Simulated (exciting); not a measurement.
Crystal: Nb.

```
Nb
1.0
     0.00000    2.11500    2.11500
     2.11500    0.00000    2.11500
     2.11500    2.11500    0.00000
Nb
1
Direct
  0.00000 0.00000 0.00000
```

This isn't the form of Nb at room conditions, which is bcc.

| Quantity | Value |
| --- | --- |
| Program | exciting (release sodium) |
| Task | single point |
| Functional | PBE |
| Potentials or basis | all-electron LAPW+lo, shipped species files, valence relativity iora* |
| rgkmax | 8 |
| k mesh | 11 × 11 × 11 |
| Occupations | fermi-dirac, width 0.05 eV |
| Spin | no spin polarisation |
| gmaxvr (cutoff of density and potential) | 14 1/bohr |
| lmaxapw (and lmaxmat) | 10 |
| lmaxvr | 8 |
| nempty | 12 |
| Valence relativity | iora* |
| epsengy | 1e-06 Ha |
| epspot | 1e-06 Ha |
| maxscl | 80 |
| Muffin-tin radii | Nb 2.29 bohr |

On this cell: band gap on the k mesh none (metal or under the smearing width).

The same run follows on a disturbed copy (cell strained at random at fixed volume):

```
Nb
1.0
    -0.04103    2.19338    2.10885
     2.04640    0.04981    2.01800
     2.12625    2.18239   -0.03004
Nb
1
Cartesian
  -0.0098 0.0653 0.0554
```

**Question.** What does the disturbed cell give?

**Answer.** The energy (extrapolated to zero smearing) moves by -18.4 meV/atom; band gap on the k mesh none (metal or under the smearing width).

The energy falls, though the first cell shows no forces: that form is unstable against this distortion, unless noise or another electronic state is at work.

Caveats: rgkmax is low for these elements, so energy differences scatter by about 1 meV per atom; the free energy is that total less TS from the occupations.
